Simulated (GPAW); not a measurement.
**Os in GPAW: convergence with convergence criteria**

Os:

```
CELL_PARAMETERS angstrom
0.00000 1.94500 1.94500
1.94500 0.00000 1.94500
1.94500 1.94500 0.00000
ATOMIC_POSITIONS crystal
Os 0.00000 0.00000 0.00000
```

This isn't the form of Os at room conditions, which is hcp.

| Item | Value |
| --- | --- |
| Program | GPAW 26.7.0 |
| Task | convergence study |
| Functional | RPBE |
| Potentials or basis | the program's PAW data sets (release 1.2.1) made for this functional |
| Cutoff | 600 eV |
| Basis | pw |
| k mesh | 12 × 12 × 12 |
| Occupations | fermi-dirac, width 0.05 eV |
| Spin | no spin polarisation |

These are the settings of the first run; the series varies convergence criteria, with any setting tied to it.

Hardware: 1 thread of Intel(R) Xeon(R) 6975P-C (Granite Rapids) (shared host).

Q: The values tried are density=0.001 energy=0.01 eigenstates=0.0001, default, density=1e-05 energy=1e-05, density=1e-05 forces=0.0001, density=1e-06 energy=1e-06 eigenstates=1e-10, loosest first. From which on does the pressure stay within 0.1 GPa of the tightest run that finished?

A: From default on.

```csv
convergence criteria,"energy less the tightest run, at zero smearing (meV/atom)",pressure (GPa),SCF cycles,CPU time (s),peak memory (GiB)
density=0.001 energy=0.01 eigenstates=0.0001,0.01,-7.61,6,4.7,0.14
default,0.00,-7.41,8,5.9,0.14
density=1e-05 energy=1e-05,0.00,-7.41,8,5.9,0.14
density=1e-05 forces=0.0001,0.00,-7.41,9,6.2,0.14
density=1e-06 energy=1e-06 eigenstates=1e-10,0.00,-7.41,10,6.8,0.14
```

Against the tightest run, the energy stays within 1 meV/atom from density=0.001 energy=0.01 eigenstates=0.0001 on. The tightest run that finished is the yardstick and may itself not be fully converged.

The run has no spin-orbit coupling, so splittings on Os are missing.
